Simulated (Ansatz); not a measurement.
Born–Oppenheimer molecular dynamics of a periodic cell of 12 atoms, TaN (start crystal TaN, start structure P-62m, volume 1.15 times the crystal's). It goes on from the last frame of an earlier run, with new velocities.

Theory: DFT PBE, scalar-relativistic, plane waves, PAW (Ansatz). Settings: accuracy low, PAW set soft_1, cutoff 420 eV, k mesh 2x2x2, fermi-dirac smearing 0.17 eV, no spin polarisation.

```json
{
 "ensemble": "NVT, Nosé–Hoover chain",
 "time step": "1 fs",
 "steps asked": "190",
 "set temperature": "1400 K",
 "thermostat": "time constant 10 fs, chain length 1",
 "seed": "467715"
}
```

Frames 2 fs apart, positions in Å.

Velocities at 0 fs (Å/ps):

```
Ta 2.01 1.89 -0.62
Ta -0.69 4.28 -0.11
Ta -4.14 -4.07 3.89
N 7.16 -3.46 0.82
N 6.79 -10.00 -9.99
N -7.87 -2.85 7.62
Ta -0.95 2.97 -3.27
Ta -1.33 -3.52 0.47
Ta 2.56 -0.51 -0.70
N 5.42 0.95 1.68
N 14.97 11.53 -9.13
N 6.47 -9.69 13.28
```

```xyz
12
Lattice="5.4569 0.0000 0.0000 -2.7284 4.7258 0.0000 0.0000 0.0000 6.1075" Properties=species:S:1:pos:R:3 time_fs=0 energy_less_start_eV=0.000 T=1400
Ta 0.093 0.243 -0.333
Ta 0.141 3.272 1.327
Ta 2.853 1.537 1.514
N 2.124 0.150 -0.325
N 1.759 3.002 -0.200
N -1.034 1.835 -0.070
Ta -0.019 0.120 2.663
Ta -0.210 3.353 4.422
Ta 2.604 1.790 4.431
N 2.113 0.013 2.897
N 1.882 3.039 2.668
N -0.808 1.949 2.913
12
Lattice="5.4569 0.0000 0.0000 -2.7284 4.7258 0.0000 0.0000 0.0000 6.1075" Properties=species:S:1:pos:R:3 time_fs=2 energy_less_start_eV=0.243 T=1232
Ta 0.097 0.247 -0.334
Ta 0.139 3.280 1.327
Ta 2.845 1.528 1.522
N 2.138 0.143 -0.322
N 1.771 2.984 -0.220
N -1.050 1.833 -0.055
Ta -0.020 0.126 2.657
Ta -0.213 3.345 4.423
Ta 2.610 1.789 4.429
N 2.124 0.017 2.899
N 1.910 3.060 2.651
N -0.798 1.931 2.938
12
Lattice="5.4569 0.0000 0.0000 -2.7284 4.7258 0.0000 0.0000 0.0000 6.1075" Properties=species:S:1:pos:R:3 time_fs=4 energy_less_start_eV=0.456 T=1094
Ta 0.100 0.250 -0.335
Ta 0.138 3.288 1.327
Ta 2.837 1.521 1.529
N 2.152 0.137 -0.314
N 1.782 2.969 -0.239
N -1.067 1.836 -0.043
Ta -0.021 0.132 2.651
Ta -0.215 3.338 4.424
Ta 2.615 1.788 4.428
N 2.135 0.023 2.900
N 1.934 3.076 2.635
N -0.796 1.915 2.960
12
Lattice="5.4569 0.0000 0.0000 -2.7284 4.7258 0.0000 0.0000 0.0000 6.1075" Properties=species:S:1:pos:R:3 time_fs=6 energy_less_start_eV=0.616 T=1011
Ta 0.104 0.252 -0.336
Ta 0.137 3.297 1.327
Ta 2.828 1.513 1.535
N 2.166 0.131 -0.302
N 1.789 2.959 -0.257
N -1.085 1.844 -0.033
Ta -0.022 0.138 2.645
Ta -0.216 3.330 4.425
Ta 2.621 1.787 4.426
N 2.147 0.031 2.900
N 1.953 3.086 2.623
N -0.802 1.902 2.978
12
Lattice="5.4569 0.0000 0.0000 -2.7284 4.7258 0.0000 0.0000 0.0000 6.1075" Properties=species:S:1:pos:R:3 time_fs=8 energy_less_start_eV=0.705 T=999
Ta 0.107 0.254 -0.336
Ta 0.136 3.305 1.326
Ta 2.820 1.506 1.541
N 2.179 0.126 -0.286
N 1.794 2.953 -0.273
N -1.103 1.856 -0.025
Ta -0.021 0.144 2.639
Ta -0.218 3.322 4.426
Ta 2.628 1.786 4.425
N 2.158 0.041 2.899
N 1.967 3.089 2.612
N -0.816 1.894 2.994
12
Lattice="5.4569 0.0000 0.0000 -2.7284 4.7258 0.0000 0.0000 0.0000 6.1075" Properties=species:S:1:pos:R:3 time_fs=10 energy_less_start_eV=0.717 T=1065
Ta 0.110 0.256 -0.337
Ta 0.134 3.313 1.326
Ta 2.811 1.498 1.547
N 2.189 0.121 -0.266
N 1.794 2.953 -0.286
N -1.119 1.873 -0.020
Ta -0.020 0.150 2.634
Ta -0.218 3.314 4.427
Ta 2.635 1.784 4.424
N 2.170 0.052 2.897
N 1.974 3.085 2.603
N -0.839 1.890 3.006
12
Lattice="5.4569 0.0000 0.0000 -2.7284 4.7258 0.0000 0.0000 0.0000 6.1075" Properties=species:S:1:pos:R:3 time_fs=12 energy_less_start_eV=0.662 T=1207
Ta 0.113 0.257 -0.337
Ta 0.133 3.321 1.326
Ta 2.802 1.491 1.551
N 2.199 0.117 -0.242
N 1.790 2.959 -0.298
N -1.133 1.893 -0.018
Ta -0.018 0.157 2.628
Ta -0.219 3.305 4.428
Ta 2.643 1.782 4.423
N 2.181 0.064 2.896
N 1.977 3.075 2.596
N -0.870 1.890 3.015
12
Lattice="5.4569 0.0000 0.0000 -2.7284 4.7258 0.0000 0.0000 0.0000 6.1075" Properties=species:S:1:pos:R:3 time_fs=14 energy_less_start_eV=0.560 T=1412
Ta 0.115 0.258 -0.337
Ta 0.133 3.330 1.325
Ta 2.793 1.483 1.556
N 2.206 0.112 -0.215
N 1.782 2.971 -0.308
N -1.145 1.916 -0.020
Ta -0.016 0.163 2.623
Ta -0.219 3.296 4.430
Ta 2.651 1.780 4.421
N 2.191 0.076 2.894
N 1.973 3.059 2.592
N -0.910 1.894 3.020
12
Lattice="5.4569 0.0000 0.0000 -2.7284 4.7258 0.0000 0.0000 0.0000 6.1075" Properties=species:S:1:pos:R:3 time_fs=16 energy_less_start_eV=0.443 T=1648
Ta 0.118 0.259 -0.337
Ta 0.132 3.338 1.325
Ta 2.783 1.476 1.559
N 2.212 0.108 -0.186
N 1.770 2.989 -0.315
N -1.155 1.942 -0.025
Ta -0.013 0.170 2.618
Ta -0.219 3.286 4.432
Ta 2.660 1.778 4.420
N 2.201 0.086 2.894
N 1.963 3.040 2.590
N -0.957 1.901 3.021
12
Lattice="5.4569 0.0000 0.0000 -2.7284 4.7258 0.0000 0.0000 0.0000 6.1075" Properties=species:S:1:pos:R:3 time_fs=18 energy_less_start_eV=0.345 T=1870
Ta 0.120 0.259 -0.336
Ta 0.131 3.347 1.325
Ta 2.773 1.468 1.562
N 2.215 0.105 -0.156
N 1.752 3.013 -0.321
N -1.161 1.969 -0.034
Ta -0.009 0.178 2.613
Ta -0.218 3.276 4.434
Ta 2.670 1.776 4.419
N 2.209 0.096 2.896
N 1.948 3.018 2.591
N -1.012 1.912 3.018
12
Lattice="5.4569 0.0000 0.0000 -2.7284 4.7258 0.0000 0.0000 0.0000 6.1075" Properties=species:S:1:pos:R:3 time_fs=20 energy_less_start_eV=0.294 T=2023
Ta 0.122 0.260 -0.335
Ta 0.130 3.355 1.324
Ta 2.763 1.461 1.565
N 2.215 0.103 -0.125
N 1.731 3.043 -0.326
N -1.163 1.998 -0.047
Ta -0.004 0.185 2.608
Ta -0.216 3.265 4.436
Ta 2.681 1.774 4.418
N 2.216 0.102 2.900
N 1.927 2.996 2.595
N -1.070 1.923 3.011
12
Lattice="5.4569 0.0000 0.0000 -2.7284 4.7258 0.0000 0.0000 0.0000 6.1075" Properties=species:S:1:pos:R:3 time_fs=22 energy_less_start_eV=0.306 T=2067
Ta 0.124 0.260 -0.334
Ta 0.130 3.364 1.324
Ta 2.753 1.455 1.566
N 2.213 0.101 -0.096
N 1.706 3.075 -0.330
N -1.161 2.026 -0.064
Ta 0.001 0.193 2.603
Ta -0.215 3.254 4.438
Ta 2.692 1.771 4.417
N 2.220 0.105 2.906
N 1.901 2.976 2.603
N -1.131 1.936 3.000
```

Of the whole run (190 fs, mean temperature of the second half 1399 K): The conserved energy stayed within 0.2 meV per atom of its start (net change 0.049 meV per atom), so the integration is sound. A run of 0.19 ps of so small a system gives no equilibrium averages. Limits of this set-up: coarse k mesh, low accuracy level.

The run took 14 min on 1 thread of AMD EPYC 7R43 64-Core Processor (Zen 3), on a shared host, peak memory 0.52 GiB.
